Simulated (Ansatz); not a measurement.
System: Hg (fcc type), 1 atom in the cell.

```
Hg
1.0
     0.00000    2.51980    2.51980
     2.51980    0.00000    2.51980
     2.51980    2.51980    0.00000
Hg
1
Direct
  0.00000 0.00000 0.00000
```

Code and potentials: Ansatz all-electron LAPW. Settings of the plain PBE run: k-mesh 4×4×4 Γ-centred; Fermi–Dirac smearing of 0.15 eV; no spin polarisation; no spin–orbit coupling.

Plain PBE gives:

```
Pressure : -1.02 GPa
```

(1) What changes under PBE with spin–orbit coupling?

Answers

(1) The pressure drops by 0.83 GPa to -1.85 GPa.

The k-mesh is coarse, so these values belong to this mesh and can lie far from the converged ones. This cubic structure is a model: it isn't the usual form of the substance at ambient conditions, and such phases are metastable or hypothetical.
